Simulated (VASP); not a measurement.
**CH4: single point with PBE+D3(BJ)**

The system is CH4, in a box.

```
C H
1.0
    12.00000    0.00000    0.00000
     0.00000   12.50000    0.00000
     0.00000    0.00000   13.00000
C H
1 4
Direct
  0.47849 0.50000 0.47192
  0.47849 0.50000 0.55617
  0.56454 0.50000 0.44384
  0.43547 0.57154 0.44384
  0.43547 0.42846 0.44384
```

```yaml
Program: VASP 6.6.1
Task: single point
Functional: PBE
Dispersion: D3(BJ)
Potentials_or_basis: VASP PAW PBE potentials, release 64 (C, H)
Cutoff: 520 eV
k_mesh: 1 × 1 × 1
Occupations: gaussian, width 0.01 eV
Spin: no spin polarisation
Dipole_correction: no
Further_INCAR_settings: ALGO = Normal; EDIFF = 1e-07; NBANDS = 12
```

```json
{
 "Largest force": "0.024 eV/Å",
 "Gap between the frontier levels": "8.91 eV",
 "Dispersion energy per atom": "-0.006 eV"
}
```

Forces on the atoms (eV/Å):
```
C    0.000  0.000  0.000
H    0.000  0.000  0.024
H    0.023  0.000 -0.008
H   -0.011  0.020 -0.008
H   -0.011 -0.020 -0.008
```

Levels at points of the mesh, in eV from the valence-band top:
```
           k point  band 1  band 2  band 3  band 4  band 5  band 6  band 7  band 8
(0.00, 0.00, 0.00)   -7.60    0.00    0.00    0.00    8.91    9.84    9.99   10.04
```

Run time: 3.4 min on 1 thread of Intel(R) Xeon(R) Platinum 8488C (Sapphire Rapids) (shared host), peak memory 1.3 GiB.
